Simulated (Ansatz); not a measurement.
Ligand exchange: C2H8InN + C2H4O2 → C2H7InO + C2H5NO

Gas-phase species: C2H8InN `C[CH2][InH][NH2]`, singlet; C2H4O2 (acetic acid) `CC(=O)O`, singlet; C2H7InO `C[CH2][InH][OH]`, singlet; C2H5NO (acetamide) `CC(N)=O`, singlet. The partners trade NH2 for OH: In–NH2 and C–OH bonds give way to In–OH and C–NH2.

Shapes, held fixed at every level: PBE0-D4/def2-TZVP. Flexible molecules stand in one conformer, not always the lowest. Programs: Ansatz 0.2.0. The zero-point and thermal change to 298 K, harmonic and unscaled (PBE0-D4/def2-TZVP), is +0.3 kJ/mol.

```tsv
level	kind	ΔH(298 K) (kJ/mol)	less CCSD(T)/def2-TZVPP
HF/def2-SVP	Hartree–Fock	-13.6	-0.3
r2SCAN-D4/def2-TZVPP	meta-GGA	-21.4	-8.1
wB97M-V/def2-TZVPP	range-separated hybrid	-16.2	-2.9
wB97X-V/def2-TZVPP	range-separated hybrid	-17.5	-4.2
B2PLYP/def2-TZVPP	double hybrid	-21.0	-7.7
CCSD/def2-SVP	coupled cluster or CI	-8.8	+4.5
CCSD(T)/def2-TZVPP	coupled cluster or CI	-13.3	0.0
```

The highest level, CCSD(T)/def2-TZVPP, gives ΔH(298 K) = -13.3 kJ/mol; the levels span -21.4 to -8.8. The column of differences is taken from that level and isn't an error. No measured value is set beside it here. For atoms past krypton def2 sets carry core potentials with scalar relativity. Outer-core shells of In are correlated, in sets that cover them unevenly.
